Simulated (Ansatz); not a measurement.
## Is this Li structure a true minimum?

It comes from a database structure that was distorted and then relaxed.

All numbers below come from DFT PBE, scalar-relativistic, plane waves, PAW (Ansatz 0.2.0). Settings: cutoff 420 eV, Γ-centred mesh 26×26×26 on the computed 1-atom cell, Gaussian smearing of 0.10 eV; no spin polarisation.

The cell below (1 atom, space group I4/mmm (No. 139)) is relaxed within its symmetry.

```yaml
crystal:
  lattice:
    - [-1.51864, 1.51864, 2.19116]
    - [1.51864, -1.51864, 2.19116]
    - [1.51864, 1.51864, -2.19116]
  atoms:
    - { symbol: Li, position: [0.50000, 0.50000, 0.00000] }
```

For the test a repeat of it with 8 atoms (edges 6.07, 6.07, 6.14 Å) was strained at random (σ = 1.5 % a component), the atoms were moved at random (σ = 0.05 Å), and all was relaxed again on a coarse 6×6×6 mesh (in the run’s order of axes) with 0.20 eV smearing, with no symmetry imposed.

Question: What happens?

Answer: It returns, within 1 meV/atom of the unmoved cell on that mesh and with the same symmetry when read at 0.1 Å (Fmmm at 0.01 Å, so small strains and shifts remain). So it is stable against the distortions that fit this cell and that this random move excites. Modes that don't fit the cell aren't tested.
